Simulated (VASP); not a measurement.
# TePt (R-3m) in VASP: a series of runs

Runs on TePt. Level: LDA. Tasks: single point.

Program: VASP 6.6.1. These are calculated values, not measurements. Logs are shortened: lines on timing, memory, paths and dates and some standing lists are left out, and cuts for length are marked.

### 1 Starting point

The structure is trigonal, space group R-3m (No. 166). Conventional cell: a = 3.963 Å, b = 3.963 Å, c = 19.983 Å, α = 90.00°, β = 90.00°, γ = 120.00°. Pt (site symmetry 3m) is surrounded by 3 Te at 2.59 Å and 3 Pt at 2.72 Å. Te (site symmetry 3m) is surrounded by 3 Pt at 2.59 Å.

### 2 Single point, LDA

INCAR reads:

```
SYSTEM = TePt
PREC = Accurate ; ENCUT = 520
EDIFF = 1E-7 ; ISMEAR = 0
SIGMA = 0.05 ; LREAL = .FALSE.
LASPH = .TRUE. ; NELM = 100
ALGO = Normal ; ISIF = 2
LWAVE = .FALSE. ; LCHARG = .FALSE.
GGA = CA ; ADDGRID = .FALSE.
```

KPOINTS reads:

```
regular mesh
0
G
  5 5 5
  0 0 0
```

POSCAR reads:

```
TePt
1.0
    1.9815661262      1.1440577364      6.6610334788
   -1.9815661262      1.1440577364      6.6610334788
    0.0000000000     -2.2881154728      6.6610334788
Pt Te
2 2
Direct
    0.1296666667      0.1296666667      0.1296666667
    0.8703333333      0.8703333333      0.8703333333
    0.4020000000      0.4020000000      0.4020000000
    0.5980000000      0.5980000000      0.5980000000
```

Potentials or basis: VASP PAW LDA potentials, release 64 (Pt, Te).

Started as:

```sh
> cat potpaw_LDA.64/Pt/POTCAR potpaw_LDA.64/Te/POTCAR > POTCAR
> mpirun -np 1 vasp_std > vasp.out
```

OUTCAR:

```text
SYSTEM = TePt
   PREC = Accurate
   ENCUT = 520
   EDIFF = 1E-7
   ISMEAR = 0
   LREAL = .FALSE.
   LASPH = .TRUE.
   NELM = 100
   ISIF = 2
   GGA = CA

 Found     19 irreducible k-points:

 Following reciprocal coordinates:
            Coordinates               Weight
  0.000000  0.000000  0.000000      1.000000
  0.200000  0.000000  0.000000      6.000000
  0.400000  0.000000  0.000000      6.000000
  0.200000  0.200000  0.000000      6.000000
  0.400000  0.200000  0.000000     12.000000
 -0.400000  0.200000 -0.000000     12.000000
   k-points           NKPTS =     19   k-points in BZ     NKDIM =     19   number of bands    NBANDS=     20
   number of dos      NEDOS =    301   number of ions     NIONS =      4
   total plane-waves  NPLWV = 157464
   dimension x,y,z NGX =    54 NGY =   54 NGZ =   54
   dimension x,y,z NGXF=   108 NGYF=  108 NGZF=  108
   ions per type =               2   2
   NGX,Y,Z   is equivalent  to a cutoff of  12.75, 12.75, 12.75 a.u.
   NGXF,Y,Z  is equivalent  to a cutoff of  25.49, 25.49, 25.49 a.u.
 SYSTEM =  TePt
   PREC   = accura    normal or accurate (medium, high low for compatibility)
   ISTART =      0    job   : 0-new  1-cont  2-samecut
   ICHARG =      2    charge: 1-file 2-atom 10-const
   ISPIN  =      1    spin polarized calculation?
   LNONCOLLINEAR =      F non collinear calculations
   LSORBIT =      F    spin-orbit coupling
   LASPH  =      T    aspherical Exc in radial PAW
   ENCUT  =  520.0 eV  38.22 Ry    6.18 a.u.  13.10 13.10 13.10*2*pi/ulx,y,z
   NELM   =    100;   NELMIN=  2; NELMDL= -5     # of ELM steps
   EDIFF  = 0.1E-06   stopping-criterion for ELM
   LREAL  =      F    real-space projection
   EDIFFG = 0.1E-05   stopping-criterion for IOM
   NSW    =      0    number of steps for IOM
   IBRION =     -1    ionic relax: 0-MD 1-quasi-New 2-CG
   NFREE  =      0    steps in history (QN), initial steepest desc. (CG)
   ISIF   =      2    stress and relaxation
   ISYM   =      2    0-nonsym 1-usesym 2-fastsym
   POTIM  = 0.5000    time-step for ionic-motion
   TEBEG  =    0.0;   TEEND  =   0.0 temperature during run
   PSTRESS=    0.0 pullay stress
   NELECT =      32.0000    total number of electrons
   NUPDOWN=      -1.0000    fix difference up-down
   EMIN   =  10.00;   EMAX   =-10.00  energy-range for DOS
   EFERMI =   0.00;   METHOD = LEGACY
   ISMEAR =     0;   SIGMA  =   0.05  broadening in eV -4-tet -1-fermi 0-gaus
   EFERMI_NEDOS =   21; number of points for ismear=-14 and -15
   IALGO  =     38    algorithm
   IMIX   =      4    mixing-type and parameters
     AMIX     =   0.40;   BMIX     =  1.00
     AMIX_MAG =   1.60;   BMIX_MAG =  1.00
  volume/ion in A,a.u.               =      22.65       152.86
  Fermi-wavevector in a.u.,A,eV,Ry     =   1.157200  2.186791 18.219718  1.339111
  Thomas-Fermi vector in A             =   2.293813
   LORBIT       =      0    0 simple, 1 ext, 2 COOP (PROOUT), +10 PAW based schemes
   GGA     = CA    functional components
   LHFCALC =     F    Hartree Fock is set to
   AEXX    =    0.0000 exact exchange contribution
   IVDW    =     0    specifies the selected vdW correction
   LEPSILON=     F    determine dielectric tensor
   LRPA    =     F    only Hartree local field effects (RPA)
 non-spin polarized calculation
 Gauss-broadening in eV      SIGMA  =   0.05
  energy-cutoff  :      520.00
  volume of cell :       90.60
 maximum number of plane-waves:      2461
 NGX is ok and might be reduce to    54
   NGX = 27   NGY = 27   NGZ = 27

 number of electron      32.0000000 magnetization

 Free energy of the ion-electron system (eV)
  ---------------------------------------------------
  ext. energy  EPLUGINS =         0.00000000
  ---------------------------------------------------
  free energy    TOTEN  =       -24.04334907 eV

  energy without entropy =      -24.03953204  energy(sigma->0) =      -24.04144055

 E-fermi :   8.3585     XC(G=0): -11.1064

 val. band max:        8.2625453323   @ k =   0.4000   0.4000   0.0000
 cond. band min:       8.3744940626   @ k =  -0.4000   0.4000   0.4000
 fundamental gap:      0.1119487303
 Fermi energy:         8.3585134798

 k-point     1 :       0.0000    0.0000    0.0000
  band No.  band energies     occupation
      1      -5.0516      2.00000
      2      -3.5157      2.00000
      3       1.5083      2.00000
      4       2.7632      2.00000
      5       2.7632      2.00000
      6       3.4653      2.00000
[... 12 lines left out ...]
     19      11.1401      0.00000
     20      12.8632      0.00000

 k-point     2 :       0.2000    0.0000    0.0000
  band No.  band energies     occupation
      1      -4.6602      2.00000
      2      -3.3762      2.00000
      3       1.8554      2.00000
      4       2.6850      2.00000
      5       2.8682      2.00000
      6       3.2375      2.00000
[... 12 lines left out ...]
     19      11.2125      0.00000
     20      13.1426      0.00000

 k-point     3 :       0.4000    0.0000    0.0000
  band No.  band energies     occupation
      1      -3.8432      2.00000
      2      -3.1314      2.00000
      3       1.7126      2.00000
      4       2.0999      2.00000
      5       3.2093      2.00000
      6       3.9978      2.00000
[... 12 lines left out ...]
     19      10.7305      0.00000
     20      12.0915      0.00000

 k-point     4 :       0.2000    0.2000    0.0000
  band No.  band energies     occupation
      1      -4.6216      2.00000
      2      -3.4496      2.00000
      3       2.0334      2.00000
      4       2.7040      2.00000
      5       2.9051      2.00000
      6       3.1416      2.00000
[... 12 lines left out ...]
     19      10.9469      0.00000
     20      12.6727      0.00000

 k-point     5 :       0.4000    0.2000    0.0000
  band No.  band energies     occupation
      1      -3.9884      2.00000
      2      -3.2469      2.00000
      3       2.0065      2.00000
      4       2.4597      2.00000
      5       3.1141      2.00000
      6       3.4987      2.00000
[... 12 lines left out ...]
     19      11.6653      0.00000
     20      13.2413      0.00000

 k-point     6 :      -0.4000    0.2000   -0.0000
  band No.  band energies     occupation
      1      -3.5176      2.00000
      2      -3.0895      2.00000
      3       1.9942      2.00000
      4       2.2835      2.00000
      5       3.0851      2.00000
      6       3.5192      2.00000
[... 12 lines left out ...]
     19      11.1524      0.00000
     20      13.4422      0.00000

 [... further k-points ...]

------------------------ aborting loop because EDIFF is reached ----------------------------------------

  FORCE on cell =-STRESS in cart. coord.  units (eV):
  Direction    XX          YY          ZZ          XY          YZ          ZX
  --------------------------------------------------------------------------------------
  -------------------------------------------------------------------------------------
  Total       -1.7725766     -1.7725766     -1.1776148      0.0000000      0.0000000      0.0000000
  in kB      -31.3448515    -31.3448515    -20.8240151      0.0000000      0.0000000      0.0000000
  external PRESSURE =     -27.8379061 kB  Pullay stress =       0.0000000 kB

 VOLUME and BASIS-vectors are now :
 -----------------------------------------------------------------------------
  energy-cutoff  :      520.00
  volume of cell :       90.60
      direct lattice vectors                 reciprocal lattice vectors
     1.981566126  1.144057736  6.661033479     0.252325670  0.145680293  0.050042285
    -1.981566126  1.144057736  6.661033479    -0.252325670  0.145680293  0.050042285
     0.000000000 -2.288115473  6.661033479     0.000000000 -0.291360587  0.050042285

 POSITION                                       TOTAL-FORCE (eV/Angst)
 -----------------------------------------------------------------------------------
      0.00000      0.00000      2.59114         0.000000     -0.000000      0.206603
      0.00000      0.00000     17.39196         0.000000      0.000000     -0.206603
      0.00000      0.00000      8.03321         0.000000      0.000000      0.171268
      0.00000      0.00000     11.94989         0.000000     -0.000000     -0.171268
 -----------------------------------------------------------------------------------
    total drift:                                0.000000     -0.000000      0.000000

  FREE ENERGIE OF THE ION-ELECTRON SYSTEM (eV)
  ---------------------------------------------------
  free  energy   TOTEN  =       -24.0433490704 eV

  energy  without entropy=      -24.0395320367  energy(sigma->0) =      -24.04144055
```

stdout:

```text
POSCAR found type information on POSCAR PtTe
 POSCAR found :  2 types and       4 ions
 scaLAPACK will be used
 LDA part: xc-table for (Slater(with rela. corr.)+CA(PZ))
 , standard interpolation
 POSCAR, INCAR and KPOINTS ok, starting setup
 FFT: planning ... GRIDC
 FFT: planning ... GRID_SOFT
 FFT: planning ... GRID
 WAVECAR not read
 entering main loop
```

Wall time 72 s (1 thread of Intel Xeon 6975P-C (Granite Rapids), shared host); peak memory 0.3 GiB.

These settings aren't checked as converged: the numbers below hold their error.

Results:

- Free energy: -24.0433 eV
- Pressure: -2.8 GPa
- Largest force: 0.207 eV/Å
- Band gap on the k mesh: none (metal or under the smearing width)

Caveat: the k mesh is coarse (spacing up to 0.37 Å⁻¹), so the values aren't converged.

### 3 Single point, LDA

Changes to INCAR since step 2:

```diff
@@ -1,3 +1,3 @@
 SYSTEM = TePt
-PREC = Accurate ; ENCUT = 520
+PREC = Accurate ; ENCUT = 280
 EDIFF = 1E-7 ; ISMEAR = 0
```

KPOINTS reads:

```
regular mesh
0
G
  7 7 7
  0 0 0
```

POSCAR is that of step 2.

Potentials or basis: VASP PAW LDA potentials, release 64 (Pt, Te).

Started as:

```sh
> cat potpaw_LDA.64/Pt/POTCAR potpaw_LDA.64/Te/POTCAR > POTCAR
> mpirun -np 1 vasp_std > vasp.out
```

OUTCAR:

```text
SYSTEM = TePt
   PREC = Accurate
   ENCUT = 280
   EDIFF = 1E-7
   ISMEAR = 0
   LREAL = .FALSE.
   LASPH = .TRUE.
   NELM = 100
   ISIF = 2
   GGA = CA

 Found     44 irreducible k-points:

 Following reciprocal coordinates:
            Coordinates               Weight
  0.000000  0.000000  0.000000      1.000000
  0.142857 -0.000000  0.000000      6.000000
  0.285714 -0.000000  0.000000      6.000000
  0.428571 -0.000000  0.000000      6.000000
  0.142857  0.142857  0.000000      6.000000
  0.285714  0.142857  0.000000     12.000000
   k-points           NKPTS =     44   k-points in BZ     NKDIM =     44   number of bands    NBANDS=     20
   number of dos      NEDOS =    301   number of ions     NIONS =      4
   total plane-waves  NPLWV =  64000
   dimension x,y,z NGX =    40 NGY =   40 NGZ =   40
   dimension x,y,z NGXF=    80 NGYF=   80 NGZF=   80
   ions per type =               2   2
   NGX,Y,Z   is equivalent  to a cutoff of   9.44,  9.44,  9.44 a.u.
   NGXF,Y,Z  is equivalent  to a cutoff of  18.88, 18.88, 18.88 a.u.
 SYSTEM =  TePt
   PREC   = accura    normal or accurate (medium, high low for compatibility)
   ISTART =      0    job   : 0-new  1-cont  2-samecut
   ICHARG =      2    charge: 1-file 2-atom 10-const
   ISPIN  =      1    spin polarized calculation?
   LNONCOLLINEAR =      F non collinear calculations
   LSORBIT =      F    spin-orbit coupling
   LASPH  =      T    aspherical Exc in radial PAW
   ENCUT  =  280.0 eV  20.58 Ry    4.54 a.u.   9.61  9.61  9.61*2*pi/ulx,y,z
   NELM   =    100;   NELMIN=  2; NELMDL= -5     # of ELM steps
   EDIFF  = 0.1E-06   stopping-criterion for ELM
   LREAL  =      F    real-space projection
   EDIFFG = 0.1E-05   stopping-criterion for IOM
   NSW    =      0    number of steps for IOM
   IBRION =     -1    ionic relax: 0-MD 1-quasi-New 2-CG
   NFREE  =      0    steps in history (QN), initial steepest desc. (CG)
   ISIF   =      2    stress and relaxation
   ISYM   =      2    0-nonsym 1-usesym 2-fastsym
   POTIM  = 0.5000    time-step for ionic-motion
   TEBEG  =    0.0;   TEEND  =   0.0 temperature during run
   PSTRESS=    0.0 pullay stress
   NELECT =      32.0000    total number of electrons
   NUPDOWN=      -1.0000    fix difference up-down
   EMIN   =  10.00;   EMAX   =-10.00  energy-range for DOS
   EFERMI =   0.00;   METHOD = LEGACY
   ISMEAR =     0;   SIGMA  =   0.05  broadening in eV -4-tet -1-fermi 0-gaus
   EFERMI_NEDOS =   21; number of points for ismear=-14 and -15
   IALGO  =     38    algorithm
   IMIX   =      4    mixing-type and parameters
     AMIX     =   0.40;   BMIX     =  1.00
     AMIX_MAG =   1.60;   BMIX_MAG =  1.00
  volume/ion in A,a.u.               =      22.65       152.86
  Fermi-wavevector in a.u.,A,eV,Ry     =   1.157200  2.186791 18.219718  1.339111
  Thomas-Fermi vector in A             =   2.293813
   LORBIT       =      0    0 simple, 1 ext, 2 COOP (PROOUT), +10 PAW based schemes
   GGA     = CA    functional components
   LHFCALC =     F    Hartree Fock is set to
   AEXX    =    0.0000 exact exchange contribution
   IVDW    =     0    specifies the selected vdW correction
   LEPSILON=     F    determine dielectric tensor
   LRPA    =     F    only Hartree local field effects (RPA)
 non-spin polarized calculation
 Gauss-broadening in eV      SIGMA  =   0.05
  energy-cutoff  :      280.00
  volume of cell :       90.60
 maximum number of plane-waves:       984
   NGX = 19   NGY = 19   NGZ = 19

 number of electron      32.0000004 magnetization

 Free energy of the ion-electron system (eV)
  ---------------------------------------------------
  ext. energy  EPLUGINS =         0.00000000
  ---------------------------------------------------
  free energy    TOTEN  =       -24.02946788 eV

  energy without entropy =      -24.02679579  energy(sigma->0) =      -24.02813183

 E-fermi :   8.2481     XC(G=0): -11.1071

 val. band max:        8.2455265851   @ k =  -0.4286   0.1429   0.1429
 cond. band min:       8.2496907414   @ k =   0.4286   0.2857   0.2857
 fundamental gap:      0.0041641563
 Fermi energy:         8.2480938023

 k-point     1 :       0.0000    0.0000    0.0000
  band No.  band energies     occupation
      1      -5.0551      2.00000
      2      -3.5188      2.00000
      3       1.5007      2.00000
      4       2.7725      2.00000
      5       2.7725      2.00000
      6       3.4705      2.00000
[... 12 lines left out ...]
     19      11.1508      0.00000
     20      12.8598      0.00000
[... 93 lines left out ...]
 k-point     6 :       0.2857    0.1429    0.0000
  band No.  band energies     occupation
      1      -4.4440      2.00000
      2      -3.3708      2.00000
      3       2.1002      2.00000
      4       2.4339      2.00000
      5       3.0906      2.00000
      6       3.2538      2.00000
[... 12 lines left out ...]
     19      11.6841      0.00000
     20      13.5682      0.00000

 [... further k-points ...]

------------------------ aborting loop because EDIFF is reached ----------------------------------------

  FORCE on cell =-STRESS in cart. coord.  units (eV):
  Direction    XX          YY          ZZ          XY          YZ          ZX
  --------------------------------------------------------------------------------------
  -------------------------------------------------------------------------------------
  Total       -1.7193534     -1.7193534     -1.3413673      0.0000000     -0.0000000      0.0000000
  in kB      -30.4036938    -30.4036938    -23.7196858      0.0000000     -0.0000000      0.0000000
  external PRESSURE =     -28.1756911 kB  Pullay stress =       0.0000000 kB

 VOLUME and BASIS-vectors are now :
 -----------------------------------------------------------------------------
  energy-cutoff  :      280.00
  volume of cell :       90.60
      direct lattice vectors                 reciprocal lattice vectors
     1.981566126  1.144057736  6.661033479     0.252325670  0.145680293  0.050042285
    -1.981566126  1.144057736  6.661033479    -0.252325670  0.145680293  0.050042285
     0.000000000 -2.288115473  6.661033479     0.000000000 -0.291360587  0.050042285

 POSITION                                       TOTAL-FORCE (eV/Angst)
 -----------------------------------------------------------------------------------
      0.00000      0.00000      2.59114         0.000000     -0.000000      0.148327
      0.00000      0.00000     17.39196         0.000000     -0.000000     -0.148327
      0.00000      0.00000      8.03321         0.000000     -0.000000      0.066520
      0.00000      0.00000     11.94989         0.000000      0.000000     -0.066520
 -----------------------------------------------------------------------------------
    total drift:                               -0.000000     -0.000000      0.000000

  FREE ENERGIE OF THE ION-ELECTRON SYSTEM (eV)
  ---------------------------------------------------
  free  energy   TOTEN  =       -24.0294678758 eV

  energy  without entropy=      -24.0267957917  energy(sigma->0) =      -24.02813183
```

stdout:

```text
POSCAR found type information on POSCAR PtTe
 POSCAR found :  2 types and       4 ions
 scaLAPACK will be used
 LDA part: xc-table for (Slater(with rela. corr.)+CA(PZ))
 , standard interpolation
 POSCAR, INCAR and KPOINTS ok, starting setup
 FFT: planning ... GRIDC
 FFT: planning ... GRID_SOFT
 FFT: planning ... GRID
 WAVECAR not read
 entering main loop
```

Run time: 41 s. Hardware: 1 thread of Intel Xeon 6975P-C (Granite Rapids), shared host; peak memory 0.19 GiB.

The run converged, but some of its settings lie outside the range that counts as converged, so its numbers aren't taken as properties of the crystal.

What came out:

```yaml
Free_energy: -24.0295 eV
Pressure: -2.8 GPa
Largest_force: 0.148 eV/Å
Band_gap_on_the_k_mesh: none (metal or under the smearing width)
```

Caveat: the cutoff is under 1.25 times the usual one of these potentials, so pressure, stress and relaxed cells hold a basis-set (Pulay) error.
